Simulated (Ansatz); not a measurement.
Runs of Ansatz 0.2.0 on Te2Mo. The cell holds a slab with vacuum, 12 atoms: a = 3.561 Å, b = 3.561 Å, c = 38.990 Å, α = 90.00°, β = 90.00°, γ = 120.00°. 

```csv
task,level,U,k mesh,smearing,points for each segment of the path,hubbard projectors,double counting,gap on the mesh (eV),largest force (eV/Å)
single point,PBE,-,9 × 9 × 1,gaussian 0.011 eV,-,-,-,1.00,0.22
band structure,PBE,-,9 × 9 × 1,fermi-dirac 0.05 eV,10,-,-,1.00,0.22
single point,PBEsol+U,Mo d U = 6 eV,7 × 7 × 1,fermi-dirac 0.05 eV,-,ortho-atomic (the default),fll (the default),(a),0.32
single point,PBEsol+U,Mo d U = 8 eV,7 × 7 × 1,fermi-dirac 0.05 eV,-,ortho-atomic (the default),fll (the default),(b),0.20
single point,PBEsol+U,Mo d U = 5 eV,7 × 7 × 1,fermi-dirac 0.05 eV,-,ortho-atomic (the default),fll (the default),1.11,0.27
```

Alike in all rows: potentials or basis Ansatz PAW; no spin polarisation; cell as given; cutoff (eV) 420.

Question: Fill in the values left out.

Answer: (a) 0.94; (b) none.

Caveats: spin-orbit coupling is left out, which moves the levels of the heavy elements (some runs); odd divisions of the mesh miss points on the zone boundary, where band edges often lie, so the gap on the mesh can be too wide (some runs); the PAW data sets come from PBE, with cores solved anew for the run's functional, which leaves a small shift of forces and pressure (some runs); the U is typed as a test and isn't derived for this compound (some runs); U without spin polarisation on a metal has little footing (some runs).

A k mesh can miss the band edges, and the runs leave out spin-orbit coupling on Mo, Te.
